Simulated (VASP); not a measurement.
Input of a VASP 6.6.1 run:

INCAR

```
SYSTEM = InP
PREC = Accurate ; ENCUT = 520
EDIFF = 1E-7 ; ISMEAR = 0
SIGMA = 0.02 ; LREAL = .FALSE.
LASPH = .TRUE. ; NELM = 100
ALGO = Normal ; ISIF = 2
LWAVE = .FALSE. ; LCHARG = .FALSE.
METAGGA = R2SCAN ; LMIXTAU = .TRUE.
NBANDS = 16
```

The input KPOINTS:

```
Automatic mesh
0
G
  10 10 10
  0 0 0
```

File POSCAR:

```
InP
1.0
    0.0000000000      2.9395400000      2.9395400000
    2.9395400000      0.0000000000      2.9395400000
    2.9395400000      2.9395400000      0.0000000000
In P
1 1
Direct
    0.0000000000      0.0000000000      0.0000000000
    0.7500000000      0.7500000000      0.7500000000
```

File KPOINTS_OPT:

```
path GXWKGLUWLK,UX
15
line-mode
reciprocal
 0.0000000000  0.0000000000  0.0000000000  G
 0.5000000000  0.0000000000  0.5000000000  X

 0.5000000000  0.0000000000  0.5000000000  X
 0.5000000000  0.2500000000  0.7500000000  W

 0.5000000000  0.2500000000  0.7500000000  W
 0.3750000000  0.3750000000  0.7500000000  K

 0.3750000000  0.3750000000  0.7500000000  K
 0.0000000000  0.0000000000  0.0000000000  G

 0.0000000000  0.0000000000  0.0000000000  G
 0.5000000000  0.5000000000  0.5000000000  L

 0.5000000000  0.5000000000  0.5000000000  L
 0.6250000000  0.2500000000  0.6250000000  U

 0.6250000000  0.2500000000  0.6250000000  U
 0.5000000000  0.2500000000  0.7500000000  W

 0.5000000000  0.2500000000  0.7500000000  W
 0.5000000000  0.5000000000  0.5000000000  L

 0.5000000000  0.5000000000  0.5000000000  L
 0.3750000000  0.3750000000  0.7500000000  K

 0.6250000000  0.2500000000  0.6250000000  U
 0.5000000000  0.0000000000  0.5000000000  X
```

Potentials or basis: VASP PAW PBE potentials, release 64 (In_d, P).

Command:

```bash
$ cat potpaw_PBE.64/In_d/POTCAR potpaw_PBE.64/P/POTCAR > POTCAR
$ mpirun -np 1 vasp_std > vasp.out
```

Estimate the band gap on the k mesh.

1.12 eV, direct.

What does it give for the band gap along the path?

1.12 eV, direct.

Predict the pressure.

0.9 GPa.

Levels at the corners of the path, in eV from the valence-band top:
| point | band 6 | band 7 | band 8 | band 9 | band 10 | band 11 | band 12 | band 13 |
| --- | --- | --- | --- | --- | --- | --- | --- | --- |
| Γ | -11.94 | 0.00 | 0.00 | 0.00 | 1.12 | 4.44 | 4.44 | 4.44 |
| X | -9.49 | -5.84 | -2.38 | -2.38 | 2.02 | 2.55 | 9.82 | 10.25 |
| X | -9.49 | -5.84 | -2.38 | -2.38 | 2.02 | 2.55 | 9.82 | 10.25 |
| W | -9.41 | -5.67 | -3.02 | -2.96 | 4.58 | 4.77 | 6.02 | 6.59 |
| W | -9.41 | -5.67 | -3.02 | -2.96 | 4.58 | 4.77 | 6.02 | 6.59 |
| K | -9.51 | -5.68 | -3.37 | -1.99 | 2.65 | 4.74 | 8.00 | 8.01 |
| K | -9.51 | -5.68 | -3.37 | -1.99 | 2.65 | 4.74 | 8.00 | 8.01 |
| Γ | -11.94 | 0.00 | 0.00 | 0.00 | 1.12 | 4.44 | 4.44 | 4.44 |
| Γ | -11.94 | 0.00 | 0.00 | 0.00 | 1.12 | 4.44 | 4.44 | 4.44 |
| L | -10.16 | -5.83 | -0.99 | -0.99 | 1.84 | 5.16 | 5.16 | 7.53 |
| L | -10.16 | -5.83 | -0.99 | -0.99 | 1.84 | 5.16 | 5.16 | 7.53 |
| U | -9.51 | -5.68 | -3.37 | -1.99 | 2.65 | 4.74 | 8.00 | 8.01 |
| U | -9.51 | -5.68 | -3.37 | -1.99 | 2.65 | 4.74 | 8.00 | 8.01 |
| W | -9.41 | -5.67 | -3.02 | -2.96 | 4.58 | 4.77 | 6.02 | 6.59 |
| W | -9.41 | -5.67 | -3.02 | -2.96 | 4.58 | 4.77 | 6.02 | 6.59 |
| L | -10.16 | -5.83 | -0.99 | -0.99 | 1.84 | 5.16 | 5.16 | 7.53 |
| L | -10.16 | -5.83 | -0.99 | -0.99 | 1.84 | 5.16 | 5.16 | 7.53 |
| K | -9.51 | -5.68 | -3.37 | -1.99 | 2.65 | 4.74 | 8.00 | 8.01 |
| U | -9.51 | -5.68 | -3.37 | -1.99 | 2.65 | 4.74 | 8.00 | 8.01 |
| X | -9.49 | -5.84 | -2.38 | -2.38 | 2.02 | 2.55 | 9.82 | 10.25 |

Caveat: the PAW data sets were made with another functional, which shifts forces and pressure a little; spin-orbit coupling is left out, which moves the levels of the heavy elements.

**The experiment to reproduce.**

From a printed reference work, data compilation, for a bulk crystal of InP at 1.6 K: band gap 1.4236 eV (direct).

Against the measured gap of InP, 1.4236 eV (direct; 1.6 K; a printed reference work, data compilation), the calculated 1.12 eV is off by -0.31 eV. Spin-orbit coupling on In is left out. The value is that of r2SCAN, without temperature or zero-point motion. The cell is a database's relaxed one, not the measured one, which moves gaps too.
